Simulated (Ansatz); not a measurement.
# BN: the cost of one run

Computed with Ansatz 0.2.0 (DFT PBEsol, scalar-relativistic, plane waves, PAW, unless a step's input says otherwise).

1 further run of the same task is left out (it didn't finish).

## (1) Starting point

The structure is cubic, space group F-43m (No. 216). Conventional cell: a = 3.626 Å, b = 3.626 Å, c = 3.626 Å, α = 90.00°, β = 90.00°, γ = 90.00°. B (site symmetry -43m) has 4 N at 1.57 Å as nearest neighbours. N (site symmetry -43m) has 4 B at 1.57 Å as nearest neighbours.

Structure file:

```
CELL_PARAMETERS angstrom
0.00000 1.81300 1.81300
1.81300 0.00000 1.81300
1.81300 1.81300 0.00000
ATOMIC_POSITIONS crystal
B 0.00000 0.00000 0.00000
N 0.75000 0.75000 0.75000
```

It goes back to an entry of the Materials Project, which need not be the stable form.

The cell is taken as given, not relaxed at this level.

## (2) Next: one atom moved over a plane

Atom 1 (B) is moved by p along (1.000, 0.000, 0.000) and q along (0.000, 1.000, 0.000) (Å), all else fixed; its images in the other cells move with it. Points alike by symmetry are run once.

## (3) At p = -0.200, q = -0.200

input.yaml

```yaml
crystal:
  lattice:
    - [0.0, 1.813001, 1.813001]
    - [1.813001, 0.0, 1.813001]
    - [1.813001, 1.813001, 0.0]
  atoms:
    - { symbol: B, position: [0.0, 0.0, -0.1103143352] }
    - { symbol: "N", position: [0.75, 0.75, 0.75] }
basis:
  ecutwfc: 420
kpoints:
  mp_grid: { grid: [12, 12, 12] }
hamiltonian:
  xc: pbesol
scf:
  occupations: { method: gaussian, width: 0.05 }
output:
  forces: true
  stress: true
  eigenvalues: true
```

On the command line:

```sh
ansatz run input.yaml --threads 1 --pin off --max-ram 2560MiB --backend cpu --events-out ev --progress --plain --runs-dir out
```

Q: Estimate wall time and peak memory on 1 thread of Intel Xeon 6975P-C (Granite Rapids), shared host.

About 2.5 s, with a peak of 0.41 GiB.
